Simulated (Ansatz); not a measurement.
A (001) slab of CuO (Cccm (No. 66)), 12 planes, outer planes Cu (top) and O (bottom), with 12 atoms (Cu6O6) in a surface cell of A = 8.695 Å², as cut from the bulk:

```
CELL_PARAMETERS angstrom
2.94870 0.00000 0.00000
-0.00819 2.94869 0.00000
0.00000 0.00000 29.16597
ATOMIC_POSITIONS crystal
O 0.50000 0.50000 0.25715
Cu 0.50000 0.00000 0.30130
O 0.50000 0.50000 0.34546
Cu 0.00000 0.50000 0.38961
O 0.50000 0.50000 0.43377
Cu 0.50000 0.00000 0.47792
O 0.50000 0.50000 0.52208
Cu 0.00000 0.50000 0.56623
O 0.50000 0.50000 0.61039
Cu 0.50000 0.00000 0.65454
O 0.50000 0.50000 0.69870
Cu 0.00000 0.50000 0.74285
```

Computed with Ansatz, DFT PBE, scalar-relativistic, plane waves, PAW. Plane waves to 420 eV, a k mesh through Γ of 12×12×1 on the computed 12-atom cell and Gaussian smearing (0.10 eV); no spin polarisation. A dipole correction removes the field between periodic images along c.

Against the same 12 atoms in the bulk, the slab as cut lies 2.734 eV higher and the relaxed slab 2.479 eV higher.

(1) Work out the surface energy before and after relaxation.

(2) What is the ideal work of this cut, per area?

Spin polarisation was left out, and a magnetic state may lie lower.

Answers

(1) The slab has two faces, so γ = (E_slab − N·E_bulk)/(2A), the mean of both. As cut: 2.734/(2 × 8.695) = 0.1572 eV/Å², and 1 eV/Å² = 16.02 J/m², so γ = 2.52 J/m². Relaxed: 2.479/(2 × 8.695) = 0.1426 eV/Å² = 2.28 J/m². Relaxation recovers 9 % of the cost of cutting.

(2) Griffith's ideal work is 2γ: 5.04 J/m² if the new faces stay rigid, 4.57 J/m² if they relax. One thickness was run, 12 planes, so γ can still shift with it.

The reference crystal is a form of CuO, which isn't its usual structure.